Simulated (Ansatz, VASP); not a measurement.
**Two plane-wave programs on C**

INCAR

```
SYSTEM = C
PREC = Accurate
ENCUT = 520
EDIFF = 1E-6
ISMEAR = -1
SIGMA = 0.01
LREAL = .FALSE.
LASPH = .TRUE.
NELM = 150
ALGO = Normal
ISIF = 2
LWAVE = .FALSE.
LCHARG = .TRUE.
ISPIN = 2
MAGMOM = 2
LORBIT = 11
GGA = RE
LELF = .TRUE.
LVHAR = .TRUE.
NBANDS = 12
ISYM = 0
```

The input KPOINTS:

```
Automatic mesh
0
G
  1 1 1
  0 0 0
```

POSCAR

```
C
1.0
   14.0000000000      0.0000000000      0.0000000000
    0.0000000000     14.4000000000      0.0000000000
    0.0000000000      0.0000000000     14.8000000000
C
1
Direct
    0.5000000000      0.5000000000      0.5000000000
```

Input for Ansatz:

```yaml
crystal:
  lattice:
    - [14.0, 0.0, 0.0]
    - [0.0, 14.4, 0.0]
    - [0.0, 0.0, 14.8]
  atoms:
    - { symbol: C, position: [0.5, 0.5, 0.5], spin: 2.0 }
  symmetry: { detect: false, time_reversal: true }
hamiltonian:
  xc: revpbe
  pseudopotentials:
    kind: paw
    azcp:
      C: "pseudopotentials/C.paw.azcp"
basis:
  ecutwfc: 420
  fft_grid_basis: typed
kpoints:
  mp_grid: { grid: [1, 1, 1], shift: [0, 0, 0] }
magnetization:
  spin_polarized: true
scf:
  occupations: { method: fermi_dirac, width: 0.01 }
```

The cell was built by a generator and needn't be a form met in nature.

Alike in both runs: task single point; functional revPBE; k mesh 1 × 1 × 1; occupations fermi-dirac, width 0.01 eV; collinear spin.

|  | VASP | Ansatz |
| --- | --- | --- |
| version | VASP 6.6.1 | Ansatz 0.2.0 |
| potentials or method | VASP PAW PBE potentials, release 64 (C) | plane waves (420 eV) with PAW, scalar-relativistic |
| plane-wave cutoff (eV) | 520 | 420 |
| valence electrons in the cell | 4 | 4 |

VASP gave:

- gap on the k mesh at the Fermi level (eV): 2.51
- net moment per atom (μB): 2.00
- size of the moment on the site where the two differ most (μB): 0.99

Task: Estimate Ansatz's values.

Result: gap on the k mesh at the Fermi level (eV): 0.61; net moment per atom (μB): 2.00; size of the moment on the site where the two differ most (μB): 2.00.

Site moments also hang on the region over which each program counts them. Ansatz warned: «stability_check_not_made».
